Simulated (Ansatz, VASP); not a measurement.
## Two plane-wave programs on CdS (Hawleyite)

Contents of INCAR:

```
SYSTEM = CdS
  PREC = Accurate
  ENCUT = 520
  EDIFF = 1E-6
  ISMEAR = 0
  SIGMA = 0.01
  LREAL = .FALSE.
  LASPH = .TRUE.
  NELM = 80
  ALGO = Normal
  ISIF = 2
  LWAVE = .FALSE.
  LCHARG = .FALSE.
  GGA = PE
  NBANDS = 16
```

KPOINTS

```
regular mesh
0
G
  6 6 6
  0 0 0
```

Contents of POSCAR:

```
CdS
1.0
    0.0000000000      2.8637010310      2.8637010310
    2.8637010310      0.0000000000      2.8637010310
    2.8637010310      2.8637010310      0.0000000000
Cd S
1 1
Direct
    0.0000000000      0.0000000000      0.0000000000
    0.2500000000      0.2500000000      0.2500000000
```

Input for Ansatz:

```yaml
crystal:
  lattice:
    - [0.0, 2.863701031041086, 2.863701031041086]
    - [2.863701031041086, 0.0, 2.863701031041086]
    - [2.863701031041086, 2.863701031041086, 0.0]
  atoms:
    - { symbol: Cd, position: [0.0, 0.0, 0.0] }
    - { symbol: S, position: [0.25, 0.25, 0.25] }
basis:
  ecutwfc: 450.0
kpoints:
  mp_grid:
    grid: [6, 6, 6]
hamiltonian:
  pseudopotentials:
    kind: paw
scf:
  occupations:
    method: fixed
output:
  stress: true
```

Alike in both runs: task single point; functional PBE; k mesh 6 × 6 × 6; no spin polarisation.

```csv
,VASP,Ansatz
version,VASP 6.6.1,Ansatz 0.2.0
potentials or method,"VASP PAW PBE potentials, release 64 (Cd, S)","plane waves, PAW"
plane-wave cutoff (eV),520,450
occupations,"gaussian, width 0.01 eV",fixed
valence electrons in the cell,18,26
```

Ansatz gave:

* pressure (GPa): 6.9

Estimate VASP's values.

pressure (GPa): 7.4.

The two sets of potentials don't hold the same shells in valence.
